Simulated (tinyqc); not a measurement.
Inside a calculation. Method: Pariser-Parr-Pople SCF with singles CI, for the molecule O=Cc1ccccc1 (SMILES; centres numbered as the heavy atoms are written). One step of it, computed by the program tinyqc.

Question. Iteration 1: Fock matrix. F_rr = H_rr + P_rr gamma_rr / 2 + sum_(s != r) P_ss gamma_rs; F_rs = H_rs - P_rs gamma_rs / 2; E = tr P (H + F) / 2 + core repulsion sum_(r<s) z_r z_s gamma_rs.

P at the start, order 1O, 2C, 3C, 4C, 5C, 6C, 7C, 8C:
```
[[1.000000, 0.914908, 0.000000, -0.248278, 0.000000, 0.199147, 0.000000, -0.248278],
 [0.914908, 1.000000, 0.398208, 0.000000, -0.046766, 0.000000, -0.046766, 0.000000],
 [0.000000, 0.398208, 1.000000, 0.612279, 0.000000, -0.302753, 0.000000, 0.612279],
 [-0.248278, 0.000000, 0.612279, 1.000000, 0.678146, 0.000000, -0.321854, 0.000000],
 [0.000000, -0.046766, 0.000000, 0.678146, 1.000000, 0.659045, 0.000000, -0.321854],
 [0.199147, 0.000000, -0.302753, 0.000000, 0.659045, 1.000000, 0.659045, 0.000000],
 [0.000000, -0.046766, 0.000000, -0.321854, 0.000000, 0.659045, 1.000000, 0.678146],
 [-0.248278, 0.000000, 0.612279, 0.000000, -0.321854, 0.000000, 0.678146, 1.000000]]
```

core matrix H (eV), order 1O, 2C, 3C, 4C, 5C, 6C, 7C, 8C:
```
[[-48.742396, -2.700000, 0.000000, 0.000000, 0.000000, 0.000000, 0.000000, 0.000000],
 [-2.700000, -47.913989, -2.570000, 0.000000, 0.000000, 0.000000, 0.000000, 0.000000],
 [0.000000, -2.570000, -54.384028, -2.570000, 0.000000, 0.000000, 0.000000, -2.570000],
 [0.000000, 0.000000, -2.570000, -50.387706, -2.570000, 0.000000, 0.000000, 0.000000],
 [0.000000, 0.000000, 0.000000, -2.570000, -47.985275, -2.570000, 0.000000, 0.000000],
 [0.000000, 0.000000, 0.000000, 0.000000, -2.570000, -47.483788, -2.570000, 0.000000],
 [0.000000, 0.000000, 0.000000, 0.000000, 0.000000, -2.570000, -48.402581, -2.570000],
 [0.000000, 0.000000, -2.570000, 0.000000, 0.000000, 0.000000, -2.570000, -51.444532]]
```

repulsion gamma_rs (eV), order 1O, 2C, 3C, 4C, 5C, 6C, 7C, 8C:
```
[[15.200000, 8.105819, 5.413467, 3.729295, 2.896795, 2.788331, 3.317895, 4.790794],
 [8.105819, 11.130000, 7.553010, 5.240060, 3.670163, 3.276624, 3.669614, 5.238699],
 [5.413467, 7.553010, 11.130000, 7.556581, 5.240060, 4.668999, 5.238699, 7.553212],
 [3.729295, 5.240060, 7.556581, 11.130000, 7.553010, 5.239840, 4.668753, 5.240168],
 [2.896795, 3.670163, 5.240060, 7.553010, 11.130000, 7.555992, 5.240168, 4.669089],
 [2.788331, 3.276624, 4.668999, 5.239840, 7.555992, 11.130000, 7.554442, 5.239560],
 [3.317895, 3.669614, 5.238699, 4.668753, 5.240168, 7.554442, 11.130000, 7.553010],
 [4.790794, 5.238699, 7.553212, 5.240168, 4.669089, 5.239560, 7.553010, 11.130000]]
```

Centres (angstrom, eV; a flat drawing with bonds scaled to 1.40 angstrom):
```
centre          x          y  core charge z          W   gamma_rr
1O      -2.879000   0.438000              1  17.700000  15.200000
2C      -1.930000  -0.591000              1  11.160000  11.130000
3C      -0.564000  -0.283000              1  11.160000  11.130000
4C       0.385000  -1.311000              1  11.160000  11.130000
5C       1.751000  -1.003000              1  11.160000  11.130000
6C       2.167000   0.333000              1  11.160000  11.130000
7C       1.218000   1.362000              1  11.160000  11.130000
8C      -0.148000   1.054000              1  11.160000  11.130000
```

Give: F; pi energy.

Answer.

F (eV), order 1O, 2C, 3C, 4C, 5C, 6C, 7C, 8C:
```
[[-10.100, -6.408, 0.000, 0.463, 0.000, -0.278, 0.000, 0.595],
 [-6.408, -5.595, -4.074, 0.000, 0.086, 0.000, 0.086, 0.000],
 [0.000, -4.074, -5.595, -4.883, 0.000, 0.707, 0.000, -4.882],
 [0.463, 0.000, -4.883, -5.595, -5.131, 0.000, 0.751, 0.000],
 [0.000, 0.086, 0.000, -5.131, -5.595, -5.060, 0.000, 0.751],
 [-0.278, 0.000, 0.707, 0.000, -5.060, -5.595, -5.059, 0.000],
 [0.000, 0.086, 0.000, 0.751, 0.000, -5.059, -5.595, -5.131],
 [0.595, 0.000, -4.882, 0.000, 0.751, 0.000, -5.131, -5.595]]
```

pi energy = -114.173 eV
